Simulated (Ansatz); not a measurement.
## How much do the gradients of SiO2 depend on the method?

Cell: a computed structure from the Materials Project (it need not be an observed phase).

Space group I-43m (No. 217); a = 8.9170 Å.

```
site  Wyckoff  site symmetry       x       y       z
  Si      12d           -4..  0.2500  0.0000  0.5000
   O      24g            ..m  0.8529  0.1471  0.5155
```

One atom of each set is listed; the run and its k-mesh use a cell of 18 atoms with edges of 7.72, 7.72, 7.72 Å.

First run. The numbers come from a DFT calculation in Ansatz (PBE, plane waves and PAW, scalar-relativistic, 420 eV cutoff, Γ-centred 4×4×4 k-points, Fermi–Dirac smearing 0.02 eV).

```
site  V_zz (10²¹ V/m²)     η
  Si             -0.77  0.00
   O              9.85  0.07
```

Second run. The same atoms and settings, except that the functional is r2SCAN and the cutoff is 500 eV.

Problem. Given the first result, estimate the second.

Solution. 

```json
{"site": "Si", "V_zz": "-0.74", "η": "0.00", "change of V_zz": "+0.03"}
{"site": "O", "V_zz": "9.73", "η": "0.08", "change of V_zz": "-0.12"}
```

The largest change of V_zz is on O, from 9.85 to 9.73. In per cent, |V_zz| changes by -4 on Si, -1 on O (all sites that start above 0.5).
